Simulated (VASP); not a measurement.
# KCl (Fm-3m) in VASP: single point with PBE0

Aim: the single point of KCl with PBE0.

All numbers are computed with VASP 6.6.1; they aren't measurements. Logs are shortened: lines on timing, memory, paths and dates and some standing lists are left out, and cuts for length are marked.

**Experimental background.**

A printed reference work, monograph reports, for a bulk crystal of KCl: band gap 8.68 eV.

How close the calculation comes is told below.

**1. Starting point**

Symmetry: Fm-3m, No. 225, cubic system. The conventional cell has a = 6.255 Å, b = 6.255 Å, c = 6.255 Å, α = 90.00°, β = 90.00°, γ = 90.00°. K (site symmetry m-3m) is surrounded by 6 Cl at 3.13 Å. Around Cl (site symmetry m-3m) lie 6 K at 3.13 Å.

**2. Single point, PBE0**

POSCAR reads:

```
KCl
1.0
    0.0000000000      3.1274400000      3.1274400000
    3.1274400000      0.0000000000      3.1274400000
    3.1274400000      3.1274400000      0.0000000000
K Cl
1 1
Direct
    0.0000000000      0.0000000000      0.0000000000
    0.5000000000      0.5000000000      0.5000000000
```

INCAR.step1 reads:

```
ALGO = Normal ; EDIFF = 1E-5
ENCUT = 520 ; GGA = PE
ISIF = 2 ; ISMEAR = 0
LASPH = True ; LREAL = False
LWAVE = True ; NELM = 100
PREC = Accurate ; SIGMA = 0.02
```

INCAR.step2 reads:

```
AEXX = 0.25 ; ALGO = Normal
EDIFF = 1E-7 ; ENCUT = 520
GGA = PE ; ISIF = 2
ISMEAR = 0 ; ISTART = 1
LASPH = True ; LCHARG = True
LELF = True ; LHFCALC = True
LREAL = False ; LVHAR = True
LWAVE = False ; NELM = 100
PREC = Accurate ; PRECFOCK = Fast
SIGMA = 0.02
```

KPOINTS reads:

```
k-points
0
Gamma
  6 6 6
```

Potentials or basis: VASP PAW PBE potentials, release 64 (K_sv, Cl).

Started as:

```
$ cat potpaw_PBE.64/K_sv/POTCAR potpaw_PBE.64/Cl/POTCAR > POTCAR
$ cp INCAR.step1 INCAR
$ mpirun -np 1 vasp_std > vasp.out
$ cp INCAR.step2 INCAR
$ mpirun -np 1 vasp_std > vasp.out
```

OUTCAR:

```text
AEXX = 0.25
   EDIFF = 1E-7
   ENCUT = 520
   GGA = PE
   ISIF = 2
   ISMEAR = 0
   ISTART = 1
   LASPH = True
   LHFCALC = True
   LREAL = False
   NELM = 100
   PREC = Accurate
   PRECFOCK = Fast

 ion  position               nearest neighbor table
   1  0.000  0.000  0.000-   2 3.13   2 3.13   2 3.13   2 3.13   2 3.13   2 3.13
   2  0.500  0.500  0.500-   1 3.13   1 3.13   1 3.13   1 3.13   1 3.13   1 3.13

  LATTYP: Found a face centered cubic cell.
 ALAT       =     6.2548800000

  Lattice vectors:

 A1 = (   0.0000000000,   3.1274400000,   3.1274400000)
 A2 = (   3.1274400000,   0.0000000000,   3.1274400000)
 A3 = (   3.1274400000,   3.1274400000,   0.0000000000)

Analysis of symmetry for initial positions (statically):
=====================================================================
 Subroutine PRICEL returns:
 Original cell was already a primitive cell.

 Routine SETGRP: Setting up the symmetry group for a
 face centered cubic supercell.

 Subroutine GETGRP returns: Found 48 space group operations
 (whereof 48 operations were pure point group operations)
 out of a pool of 48 trial point group operations.

The static configuration has the point symmetry O_h .

Analysis of symmetry for dynamics (positions and initial velocities):
=====================================================================
 Subroutine PRICEL returns:
 Original cell was already a primitive cell.

 Routine SETGRP: Setting up the symmetry group for a
 face centered cubic supercell.

 Subroutine GETGRP returns: Found 48 space group operations
 (whereof 48 operations were pure point group operations)
 out of a pool of 48 trial point group operations.

The dynamic configuration has the point symmetry O_h .

 Subroutine INISYM returns: Found 48 space group operations
 (whereof 48 operations are pure point group operations),
 and found     1 'primitive' translations

----------------------------------------------------------------------------------------

                                     Primitive cell

  volume of cell :      61.1782

  direct lattice vectors                    reciprocal lattice vectors
     0.000000000  3.127440000  3.127440000    -0.159875169  0.159875169  0.159875169
     3.127440000  0.000000000  3.127440000     0.159875169 -0.159875169  0.159875169
     3.127440000  3.127440000  0.000000000     0.159875169  0.159875169 -0.159875169

  length of vectors
     4.422868064  4.422868064  4.422868064     0.276911916  0.276911916  0.276911916

  position of ions in fractional coordinates (direct lattice)
     0.000000000  0.000000000  0.000000000
     0.500000000  0.500000000  0.500000000

  ion indices of the primitive-cell ions
   primitive index   ion index
                 1           1
                 2           2

----------------------------------------------------------------------------------------

 KPOINTS: k-points

Automatic generation of k-mesh.
 Grid dimensions read from file:
 generate k-points for:    6    6    6

 Generating k-lattice:

  Cartesian coordinates                     Fractional coordinates (reciprocal lattice)
    -0.026645862  0.026645862  0.026645862     0.166666667  0.000000000  0.000000000
     0.026645862 -0.026645862  0.026645862     0.000000000  0.166666667  0.000000000
     0.026645862  0.026645862 -0.026645862     0.000000000  0.000000000  0.166666667

  Length of vectors
     0.046151986  0.046151986  0.046151986

  Shift w.r.t. Gamma in fractional coordinates (k-lattice)
     0.000000000  0.000000000  0.000000000

 Subroutine IBZKPT returns following result:
 ===========================================

 Found     16 irreducible k-points:

 Following reciprocal coordinates:
            Coordinates               Weight
  0.000000  0.000000  0.000000      1.000000
  0.166667  0.000000  0.000000      8.000000
  0.333333  0.000000  0.000000      8.000000
  0.500000  0.000000  0.000000      4.000000
  0.166667  0.166667  0.000000      6.000000
  0.333333  0.166667  0.000000     24.000000
[... 8 lines left out ...]
 -0.333333  0.333333  0.166667     24.000000
 -0.333333  0.500000  0.166667     12.000000
   k-points           NKPTS =     16   k-points in BZ     NKDIM =    216   number of bands    NBANDS=     12
   number of dos      NEDOS =    301   number of ions     NIONS =      2
   total plane-waves  NPLWV =  46656
   dimension x,y,z NGX =    36 NGY =   36 NGZ =   36
   dimension x,y,z NGXF=    72 NGYF=   72 NGZF=   72
   ions per type =               1   1
   NGX,Y,Z   is equivalent  to a cutoff of  13.53, 13.53, 13.53 a.u.
   NGXF,Y,Z  is equivalent  to a cutoff of  27.06, 27.06, 27.06 a.u.
 SYSTEM =  unknown system
   PREC   = accura    normal or accurate (medium, high low for compatibility)
   ISTART =      1    job   : 0-new  1-cont  2-samecut
   ICHARG =      0    charge: 1-file 2-atom 10-const
   ISPIN  =      1    spin polarized calculation?
   LNONCOLLINEAR =      F non collinear calculations
   LSORBIT =      F    spin-orbit coupling
   LASPH  =      T    aspherical Exc in radial PAW
   ENCUT  =  520.0 eV  38.22 Ry    6.18 a.u.   8.22  8.22  8.22*2*pi/ulx,y,z
   NELM   =    100;   NELMIN=  2; NELMDL=  0     # of ELM steps
   EDIFF  = 0.1E-06   stopping-criterion for ELM
   LREAL  =      F    real-space projection
   EDIFFG = 0.1E-05   stopping-criterion for IOM
   NSW    =      0    number of steps for IOM
   IBRION =     -1    ionic relax: 0-MD 1-quasi-New 2-CG
   NFREE  =      0    steps in history (QN), initial steepest desc. (CG)
   ISIF   =      2    stress and relaxation
   ISYM   =      3    0-nonsym 1-usesym 2-fastsym
   POTIM  = 0.5000    time-step for ionic-motion
   TEBEG  =    0.0;   TEEND  =   0.0 temperature during run
   PSTRESS=    0.0 pullay stress
   NELECT =      16.0000    total number of electrons
   NUPDOWN=      -1.0000    fix difference up-down
   EMIN   =  10.00;   EMAX   =-10.00  energy-range for DOS
   EFERMI =   0.00;   METHOD = LEGACY
   ISMEAR =     0;   SIGMA  =   0.02  broadening in eV -4-tet -1-fermi 0-gaus
   EFERMI_NEDOS =   21; number of points for ismear=-14 and -15
   IALGO  =     38    algorithm
   IMIX   =      1    mixing-type and parameters
     AMIX     =   0.40;   BMIX     =  1.00
     AMIX_MAG =   1.60;   BMIX_MAG =  1.00
  volume/ion in A,a.u.               =      30.59       206.43
  Fermi-wavevector in a.u.,A,eV,Ry     =   1.046926  1.978403 14.912711  1.096053
  Thomas-Fermi vector in A             =   2.181784
   LORBIT       =      0    0 simple, 1 ext, 2 COOP (PROOUT), +10 PAW based schemes
   GGA     = PE    functional components
   LHFCALC =     T    Hartree Fock is set to
   PRECFOCK=fast      Normal, Fast or Accurate (Low or Medium for compatibility)
   ENCUT4O =  -1.0   cutoff for four orbital integrals eV
   NKREDX  =     1    reduce k-point grid by
   NKREDY  =     1    reduce k-point grid by
   NKREDZ  =     1    reduce k-point grid by
   AEXX    =    0.2500 exact exchange contribution
   HFSCREEN=    0.0000 screening length (either q_TF or 0.3 A-1)
   HFSCREENC=   0.0000 screening length for correlation (either q_TF or 0.3 A-1)
   ENCUTFOCK=  -1.0 apply spherical cutoff to Coloumb kernel
   IVDW    =     0    specifies the selected vdW correction
   LEPSILON=     F    determine dielectric tensor
   LRPA    =     F    only Hartree local field effects (RPA)
 non-spin polarized calculation
 Gauss-broadening in eV      SIGMA  =   0.02
  energy-cutoff  :      520.00
  volume of cell :       61.18
 maximum number of plane-waves:      1676
 NGX is ok and might be reduce to    36
  NGX = 20; NGY = 20; NGZ = 20

 number of electron      16.0000002 magnetization

 Free energy of the ion-electron system (eV)
  ---------------------------------------------------
  ext. energy  EPLUGINS =         0.00000000
  ---------------------------------------------------
  free energy    TOTEN  =        -8.37423491 eV

  energy without entropy =       -8.37423491  energy(sigma->0) =       -8.37423491

 E-fermi :  -3.0710     XC(G=0):  -5.9869

 val. band max:       -3.1591813285   @ k =   0.0000   0.0000   0.0000
 cond. band min:       4.1465418726   @ k =   0.0000   0.0000   0.0000
 fundamental gap:      7.3057232012
 Fermi energy:        -3.0710400336

 k-point     1 :       0.0000    0.0000    0.0000
  band No.  band energies     occupation
      1     -32.4037      2.00000
      2     -16.4754      2.00000
      3     -14.5009      2.00000
      4     -14.5009      2.00000
      5     -14.5009      2.00000
      6      -3.1592      2.00000
      7      -3.1592      2.00000
      8      -3.1592      2.00000
      9       4.1465      0.00000
     10       7.5452      0.00000
     11       7.5452      0.00000
     12       7.5452      0.00000

 k-point     2 :       0.1667    0.0000    0.0000
  band No.  band energies     occupation
      1     -32.4007      2.00000
      2     -16.5192      2.00000
      3     -14.5029      2.00000
      4     -14.5029      2.00000
      5     -14.4390      2.00000
      6      -3.4944      2.00000
      7      -3.2533      2.00000
      8      -3.2533      2.00000
      9       4.8094      0.00000
     10       7.3184      0.00000
     11       7.9200      0.00000
     12       7.9200      0.00000

 k-point     3 :       0.3333    0.0000    0.0000
  band No.  band energies     occupation
      1     -32.3946      2.00000
      2     -16.6001      2.00000
      3     -14.5066      2.00000
      4     -14.5066      2.00000
      5     -14.3208      2.00000
      6      -4.0639      2.00000
      7      -3.4325      2.00000
      8      -3.4325      2.00000
      9       6.0582      0.00000
     10       7.3869      0.00000
     11       8.9442      0.00000
     12       8.9442      0.00000
[... 166 lines left out ...]
 k-point    15 :      -0.3333    0.3333    0.1667
  band No.  band energies     occupation
      1     -32.3888      2.00000
      2     -16.5000      2.00000
      3     -14.5864      2.00000
      4     -14.5667      2.00000
      5     -14.3918      2.00000
      6      -3.9419      2.00000
      7      -3.6438      2.00000
      8      -3.5523      2.00000
      9       6.9925      0.00000
     10       7.2814      0.00000
     11       8.9876      0.00000
     12       9.4251      0.00000

 k-point    16 :      -0.3333    0.5000    0.1667
  band No.  band energies     occupation
      1     -32.3879      2.00000
      2     -16.4269      2.00000
      3     -14.6363      2.00000
      4     -14.5877      2.00000
      5     -14.4507      2.00000
      6      -3.7926      2.00000
      7      -3.6266      2.00000
      8      -3.5563      2.00000
      9       6.2585      0.00000
     10       8.0480      0.00000
     11       8.2952      0.00000
     12       9.5975      0.00000

------------------------ aborting loop because EDIFF is reached ----------------------------------------

  FORCE on cell =-STRESS in cart. coord.  units (eV):
  Direction    XX          YY          ZZ          XY          YZ          ZX
  --------------------------------------------------------------------------------------
  -------------------------------------------------------------------------------------
  Total        0.3103196      0.3103196      0.3103196      0.0000000     -0.0000000      0.0000000
  in kB        8.1268617      8.1268617      8.1268617      0.0000000     -0.0000000      0.0000000
  external PRESSURE =       8.1268617 kB  Pullay stress =       0.0000000 kB

 VOLUME and BASIS-vectors are now :
 -----------------------------------------------------------------------------
  energy-cutoff  :      520.00
  volume of cell :       61.18
      direct lattice vectors                 reciprocal lattice vectors
     0.000000000  3.127440000  3.127440000    -0.159875169  0.159875169  0.159875169
     3.127440000  0.000000000  3.127440000     0.159875169 -0.159875169  0.159875169
     3.127440000  3.127440000  0.000000000     0.159875169  0.159875169 -0.159875169

 POSITION                                       TOTAL-FORCE (eV/Angst)
 -----------------------------------------------------------------------------------
      0.00000      0.00000      0.00000        -0.000000      0.000000     -0.000000
      3.12744      3.12744      3.12744         0.000000     -0.000000      0.000000
 -----------------------------------------------------------------------------------
    total drift:                               -0.000000     -0.000000     -0.000000

  FREE ENERGIE OF THE ION-ELECTRON SYSTEM (eV)
  ---------------------------------------------------
  free  energy   TOTEN  =        -8.3742349082 eV

  energy  without entropy=       -8.3742349082  energy(sigma->0) =       -8.37423491
```

It took 13 min on 1 thread of AMD EPYC 9R14 (Zen 4), shared host; peak memory 0.19 GiB.

What came out:

| Quantity | Value |
| --- | --- |
| Free energy | -8.3742 eV |
| Pressure | 0.8 GPa |
| Band gap on the k mesh | 7.31 eV, direct |

Levels at points of the mesh, in eV from the valence-band top:
```csv
k point,band 6,band 7,band 8,band 9,band 10,band 11
"(0.00, 0.00, 0.00)",0.00,0.00,0.00,7.31,10.70,10.70
"(0.50, 0.00, 0.00)",-1.15,-0.36,-0.36,9.71,10.95,13.17
"(0.50, 0.50, 0.00)",-0.73,-0.25,-0.25,8.64,10.68,12.37
```

Caveat: the PAW data sets were made with another functional, which shifts forces and pressure a little.

**3. How close it comes**

Step 2. A measured gap of KCl is 8.68 eV (a printed reference work, monograph); the calculated 7.31 eV misses it by -1.37 eV. The value is that of PBE0, without temperature or zero-point motion.
